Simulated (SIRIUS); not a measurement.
# SiC (Moissanite) (P6_3mc) in SIRIUS: a series of runs

One crystal, SiC (Moissanite), is run at these levels: LDA, PBEsol; tasks: band structure.

All numbers are computed with SIRIUS 7.12.0; they aren't measurements. Logs are shortened: lines on timing, memory, paths and dates and some standing lists are left out, and cuts for length are marked. The log counts tension as positive stress, the text compression.

### 1 Starting point

The structure is hexagonal, space group P6_3mc (No. 186). Conventional cell: a = 3.076 Å, b = 3.076 Å, c = 5.048 Å, α = 90.00°, β = 90.00°, γ = 120.00°. Si (site symmetry 3m) is surrounded by 4 C at 1.87 to 1.94 Å. C (site symmetry 3m) is surrounded by 4 Si at 1.87 to 1.94 Å.

### 2 Band structure, LDA

sirius.json

```json
{
  "control": {
    "processing_unit": "cpu",
    "verbosity": 2,
    "num_bands_to_print": 15,
    "print_forces": true,
    "print_stress": true
  },
  "parameters": {
    "electronic_structure_method": "pseudopotential",
    "xc_functionals": ["XC_LDA_X", "XC_LDA_C_PW"],
    "gk_cutoff": 9.1,
    "pw_cutoff": 18.2,
    "ngridk": [4, 4, 2],
    "shiftk": [0, 0, 0],
    "smearing": "fermi_dirac",
    "smearing_width": 0.0018374661,
    "num_bands": 15,
    "num_mag_dims": 0,
    "num_dft_iter": 100,
    "energy_tol": 1e-08,
    "density_tol": 1e-06
  },
  "iterative_solver": {
    "type": "davidson",
    "min_tolerance": 1e-10
  },
  "mixer": {
    "type": "anderson",
    "beta": 0.7,
    "max_history": 8
  },
  "settings": {
    "tol_ne": 1e-10,
    "pseudo_grid_cutoff": 6.5
  },
  "unit_cell": {
    "lattice_vectors": [
      [5.812797559349, 0.0, 0.0],
      [-2.906398779674, 5.034030353375, 0.0],
      [0.0, 0.0, 9.539337477111]
    ],
    "atom_coordinate_units": "lattice",
    "atom_types": ["Si", "C"],
    "atom_files": {
      "Si": "Si.json",
      "C": "C.json"
    },
    "atoms": {
      "Si": [
        [0.6666666667, 0.3333333333, 0.5],
        [0.3333333333, 0.6666666667, 0.0]
      ],
      "C": [
        [0.6666666667, 0.3333333333, 0.885],
        [0.3333333333, 0.6666666667, 0.385]
      ]
    }
  }
}
```

bands_input.json

```json
{
  "control": {
    "processing_unit": "cpu",
    "verbosity": 1,
    "num_bands_to_print": 15,
    "print_forces": true,
    "print_stress": true
  },
  "parameters": {
    "electronic_structure_method": "pseudopotential",
    "xc_functionals": ["XC_LDA_X", "XC_LDA_C_PW"],
    "gk_cutoff": 9.1,
    "pw_cutoff": 18.2,
    "ngridk": [4, 4, 2],
    "shiftk": [0, 0, 0],
    "smearing": "fermi_dirac",
    "smearing_width": 0.0018374661,
    "num_bands": 15,
    "num_mag_dims": 0,
    "num_dft_iter": 100,
    "energy_tol": 1e-08,
    "density_tol": 1e-06
  },
  "iterative_solver": {
    "type": "davidson",
    "min_tolerance": 1e-10,
    "energy_tolerance": 1e-09,
    "num_steps": 60
  },
  "mixer": {
    "type": "anderson",
    "beta": 0.7,
    "max_history": 8
  },
  "settings": {
    "tol_ne": 1e-10,
    "pseudo_grid_cutoff": 6.5
  },
  "unit_cell": {
    "lattice_vectors": [
      [5.812797559349, 0.0, 0.0],
      [-2.906398779674, 5.034030353375, 0.0],
      [0.0, 0.0, 9.539337477111]
    ],
    "atom_coordinate_units": "lattice",
    "atom_types": ["Si", "C"],
    "atom_files": {
      "Si": "Si.json",
      "C": "C.json"
    },
    "atoms": {
      "Si": [
        [0.6666666667, 0.3333333333, 0.5],
        [0.3333333333, 0.6666666667, 0.0]
      ],
      "C": [
        [0.6666666667, 0.3333333333, 0.885],
        [0.3333333333, 0.6666666667, 0.385]
      ]
    }
  },
  "kpoints_rel": {
    "G": [0.0, 0.0, 0.0],
    "M": [0.5, 0.0, 0.0],
    "K": [0.3333333333, 0.3333333333, 0.0],
    "A": [0.0, 0.0, 0.5],
    "L": [0.5, 0.0, 0.5],
    "H": [0.3333333333, 0.3333333333, 0.5]
  },
  "kpoints_path": ["G", "M", "K", "G", "A", "L", "H"]
}
```

Potentials or basis: PseudoDojo 0.4.1 PBE standard (scalar relativistic).

The run is started by

```
upf_to_json Si.upf
upf_to_json C.upf
OMP_NUM_THREADS=4 sirius.scf --input=sirius.json --output=out.json --task=0
OMP_NUM_THREADS=4 sirius.scf --input=bands_input.json --task=2
```

Standard output:

```text
[info] SIRIUS version : 7.12.0
[info] number of MPI ranks           : 1
[info] MPI grid                      : 1 1
[info] maximum number of OMP threads : 4
[fft] FFT context for density and potential
[fft] =====================================
[fft]   comm size                             : 1
[fft]   plane wave cutoff                     : 18.2
[fft]   grid size                             : 36 36 60   total : 77760
[fft]   grid limits                           : -17 18   -17 18   -29 30
[fft]   number of G-vectors within the cutoff : 14230
[fft]   local number of G-vectors             : 14230
[fft]   number of G-shells                    : 1486
[fft] FFT context for coarse grid
[fft] =====================================
[fft]   comm size                             : 1
[fft]   plane wave cutoff                     : 18.2
[fft]   grid size                             : 36 36 60   total : 77760
[fft]   grid limits                           : -17 18   -17 18   -29 30
[fft]   number of G-vectors within the cutoff : 14230
[fft]   local number of G-vectors             : 14230
[fft]   number of G-shells                    : 1486
[unit cell] lattice vectors
[unit cell]   a1 :       5.8127975593      0.0000000000      0.0000000000
[unit cell]   a2 :      -2.9063987797      5.0340303534      0.0000000000
[unit cell]   a3 :       0.0000000000      0.0000000000      9.5393374771
[unit cell] reciprocal lattice vectors
[unit cell]   b1 :       1.0809227817      0.6240710590     -0.0000000000
[unit cell]   b2 :       0.0000000000      1.2481421180      0.0000000000
[unit cell]   b3 :       0.0000000000     -0.0000000000      0.6586605540
[unit cell] unit cell volume :       279.13817920 [a.u.^3]
[unit cell] 1/sqrt(omega)    :         0.05985361
[unit cell] MT volume        :         0.00000000 ( 0.00%)
[unit cell] IT volume        :       279.13817920 (100.00%)
[unit cell] number of atom types : 2
[unit cell] type id : 0 symbol : Si mt_radius :  15.090000 num_atoms : 2
[unit cell] type id : 1 symbol :  C mt_radius :  12.470000 num_atoms : 2
[unit cell] total number of atoms : 4
[unit cell] number of symmetry classes : 2
[unit cell] number of PAW atoms : 0
[unit cell] atom id  type id  class id             position                      vector_field
[unit cell] ------------------------------------------------------------------------------------------
[unit cell]      0        0        0      0.66667   0.33333   0.50000      0.00000   0.00000   0.00000
[unit cell]      1        0        0      0.33333   0.66667   0.00000      0.00000   0.00000   0.00000
[unit cell]      2        1        1      0.66667   0.33333   0.88500      0.00000   0.00000   0.00000
[... 363 lines left out ...]
[find] total charge          : 16.000000
[find] Energy
[find] --------------------------------------------------------------------------------
[find] valence_eval_sum               :       2.08645617
[find] <rho|V^{XC}>                   :      -8.17048947
[find] <rho|E^{XC}>                   :      -7.51471908
[find] <mag|B^{XC}>                   :       0.00000000
[find] <rho|V^{H}>                    :       4.68857276
[find] one-electron contribution      :       5.56837287 (Ha),      11.13674575 (Ry)
[find] hartree contribution           :       2.34428638
[find] xc contribution                :      -7.51471908
[find] ewald contribution             :     -20.89459460
[find] PAW contribution               :       0.00000000
[find] smearing (-TS)                 :      -0.00000000
[find] SCF correction                 :       0.00000007
[find] Total energy                   :     -20.49665436 (Ha),     -40.99330872 (Ry)
[find] Free energy (E-TS)             :     -20.49665436 (Ha),     -40.99330872 (Ry)
[find] band gap (eV)                  :       2.42802036
[find] Efermi                         :       0.40207102
[ground_state] === stress tensor components [kbar] ===
[ground_state] === stress_kin ===
[ground_state] -8252.370687    0.000000   -0.000000
[ground_state]     0.000000-8252.370687   -0.000000
[ground_state]    -0.000000   -0.000000-8277.900976
[ground_state] === stress_har ===
[ground_state]  -811.200030    0.000000   -0.000000
[ground_state]     0.000000 -811.200030   -0.000000
[ground_state]    -0.000000   -0.000000 -848.465004
[ground_state] === stress_ewald ===
[ground_state]  7166.108793   -0.000000    0.000000
[ground_state]    -0.000000 7166.108793   -0.000000
[ground_state]     0.000000   -0.000000 7690.571206
[ground_state] === stress_vloc ===
[ground_state]   603.213126   -0.000000    0.000000
[ground_state]    -0.000000  603.213126    0.000000
[ground_state]     0.000000    0.000000  153.976363
[ground_state] === stress_xc ===
[ground_state]   691.178417   -0.000000    0.000000
[ground_state]    -0.000000  691.178417    0.000000
[ground_state]     0.000000    0.000000  691.178417
[ground_state] === stress_core ===
[ground_state]  1602.226550   -0.000000   -0.000000
[ground_state]    -0.000000 1602.226550    0.000000
[ground_state]    -0.000000    0.000000 1592.305950
[ground_state] === stress_nonloc ===
[ground_state] -1031.189606    0.000000    0.000000
[ground_state]     0.000000-1031.189606    0.000000
[ground_state]     0.000000    0.000000 -978.065869
[ground_state] === stress_us_nl ===
[ground_state] -1031.189606    0.000000    0.000000
[ground_state]     0.000000-1031.189606    0.000000
[ground_state]     0.000000    0.000000 -978.065869
[ground_state] === stress_total ===
[ground_state]   -32.033438    0.000000    0.000000
[ground_state]     0.000000  -32.033438    0.000000
[ground_state]     0.000000    0.000000   23.600086
[ground_state] ==== total Forces in Ha/bohr =====
[ground_state] atom:    0, force:       0.0000000     -0.0000000      0.0133579
[ground_state] atom:    1, force:      -0.0000000      0.0000000      0.0133579
[ground_state] atom:    2, force:       0.0000000      0.0000000     -0.0133577
[ground_state] atom:    3, force:      -0.0000000     -0.0000000     -0.0133577
[ground_state] ==== ultrasoft contribution from Qij =====
[ground_state] atom:    0, force:       0.0000000      0.0000000      0.0000000
[ground_state] atom:    1, force:       0.0000000      0.0000000      0.0000000
[ground_state] atom:    2, force:       0.0000000      0.0000000      0.0000000
[ground_state] atom:    3, force:       0.0000000      0.0000000      0.0000000
[ground_state] ==== non-local contribution from Beta-projector =====
[ground_state] atom:    0, force:       0.0000000      0.0000000      0.0132581
[ground_state] atom:    1, force:      -0.0000000      0.0000000      0.0132581
[ground_state] atom:    2, force:       0.0000000      0.0000000     -0.0047058
[ground_state] atom:    3, force:      -0.0000000     -0.0000000     -0.0047058
[ground_state] ==== contribution from local potential =====
[ground_state] atom:    0, force:      -0.0000000     -0.0000000     -0.0723892
[ground_state] atom:    1, force:      -0.0000000      0.0000000     -0.0723892
[ground_state] atom:    2, force:       0.0000000      0.0000000      0.0638590
[ground_state] atom:    3, force:      -0.0000000     -0.0000000      0.0638590
[ground_state] ==== contribution from core density =====
[ground_state] atom:    0, force:      -0.0000000      0.0000000     -0.0010215
[ground_state] atom:    1, force:       0.0000000      0.0000000     -0.0010215
[ground_state] atom:    2, force:       0.0000000     -0.0000000      0.0009996
[ground_state] atom:    3, force:      -0.0000000      0.0000000      0.0009996
[ground_state] ==== Ewald forces from ions =====
[ground_state] atom:    0, force:      -0.0000000      0.0000000      0.0735105
[ground_state] atom:    1, force:       0.0000000      0.0000000      0.0735105
[ground_state] atom:    2, force:      -0.0000000     -0.0000000     -0.0735105
[ground_state] atom:    3, force:       0.0000000      0.0000000     -0.0735105
[~DFT_ground_state] local op. applied: 4309
[~DFT_ground_state] evp. work count: 1228.26
[~DFT_ground_state] number of iterative solver steps: 252
```

Run time: 2.2 min. Hardware: 4 threads of Intel Xeon at 2.50GHz (Skylake/Cascade Lake), shared host; peak memory 0.76 GiB.

What came out:

| Property | Result |
| --- | --- |
| Free energy | -557.7424 eV |
| Pressure | 1.3 GPa |
| Largest force | 0.687 eV/Å |
| Band gap along the path | 2.11 eV, indirect (least direct gap 3.91 eV) |

Forces in eV/Å, atoms in the order of the input:
```
Si   0.000  0.000  0.687
Si   0.000  0.000  0.687
C    0.000  0.000 -0.687
C    0.000  0.000 -0.687
```

Levels at the corners of the path, in eV from the valence-band top:
```
point  band 5  band 6  band 7  band 8  band 9  band 10  band 11  band 12
    Γ   -1.55   -0.26   -0.26    0.00    4.52     5.91     6.43     6.43
    M   -5.50   -3.57   -3.34   -1.48    2.43     4.07     6.62     7.11
    K   -6.52   -4.17   -4.10   -4.10    2.11     7.85     8.56     8.56
    Γ   -1.55   -0.26   -0.26    0.00    4.52     5.91     6.43     6.43
    A   -0.96   -0.96   -0.96   -0.96    5.61     5.61     7.09     7.09
    L   -2.70   -2.70   -2.37   -2.37    3.01     3.01     4.88     4.88
    H   -5.96   -5.96   -1.76   -1.76    4.71     4.71     5.82     5.82
```

Caveat: the k mesh is coarse (spacing up to 0.62 Å⁻¹), so the values aren't converged; the potentials were made for another functional, which shifts forces and pressure.

### 3 Band structure, PBEsol

Edit sirius.json of step 2 so:

```diff
@@ -10,3 +10,3 @@
     "electronic_structure_method": "pseudopotential",
-    "xc_functionals": ["XC_LDA_X", "XC_LDA_C_PW"],
+    "xc_functionals": ["XC_GGA_X_PBE_SOL", "XC_GGA_C_PBE_SOL"],
     "gk_cutoff": 9.1,
```

Edit bands_input.json of step 2 so:

```diff
@@ -10,3 +10,3 @@
     "electronic_structure_method": "pseudopotential",
-    "xc_functionals": ["XC_LDA_X", "XC_LDA_C_PW"],
+    "xc_functionals": ["XC_GGA_X_PBE_SOL", "XC_GGA_C_PBE_SOL"],
     "gk_cutoff": 9.1,
```

Potentials or basis: PseudoDojo 0.4.1 PBE standard (scalar relativistic).

The run is started by

```
upf_to_json Si.upf
upf_to_json C.upf
OMP_NUM_THREADS=4 sirius.scf --input=sirius.json --output=out.json --task=0
OMP_NUM_THREADS=4 sirius.scf --input=bands_input.json --task=2
```

Wall time 2 min (4 threads of Intel Xeon at 2.50GHz (Skylake/Cascade Lake), shared host); peak memory 0.76 GiB.

Results (log left out):

| Property | Result |
| --- | --- |
| Free energy | -557.4502 eV |
| Pressure | 1.6 GPa |
| Largest force | 0.687 eV/Å |
| Band gap along the path | 2.14 eV, indirect (least direct gap 3.93 eV) |

Forces on the atoms (eV/Å):
```
Si   0.000  0.000  0.687
Si   0.000  0.000  0.687
C    0.000  0.000 -0.687
C    0.000  0.000 -0.687
```

Stress tensor (GPa, compression positive):
```
 3.46  0.00  0.00
 0.00  3.46  0.00
 0.00  0.00 -2.12
```

Levels at the corners of the path, in eV from the valence-band top:
| point | band 6 | band 7 | band 8 | band 9 | band 10 | band 11 |
| --- | --- | --- | --- | --- | --- | --- |
| Γ | -0.26 | -0.26 | 0.00 | 4.53 | 5.92 | 6.43 |
| M | -3.57 | -3.33 | -1.49 | 2.44 | 4.08 | 6.64 |
| K | -4.17 | -4.10 | -4.10 | 2.14 | 7.86 | 8.56 |
| Γ | -0.26 | -0.26 | 0.00 | 4.53 | 5.92 | 6.43 |
| A | -0.96 | -0.96 | -0.96 | 5.61 | 5.61 | 7.09 |
| L | -2.71 | -2.37 | -2.37 | 3.02 | 3.02 | 4.88 |
| H | -5.95 | -1.76 | -1.76 | 4.71 | 4.71 | 5.83 |

Caveat: the k mesh is coarse (spacing up to 0.62 Å⁻¹), so the values aren't converged; the potentials were made for another functional, which shifts forces and pressure.
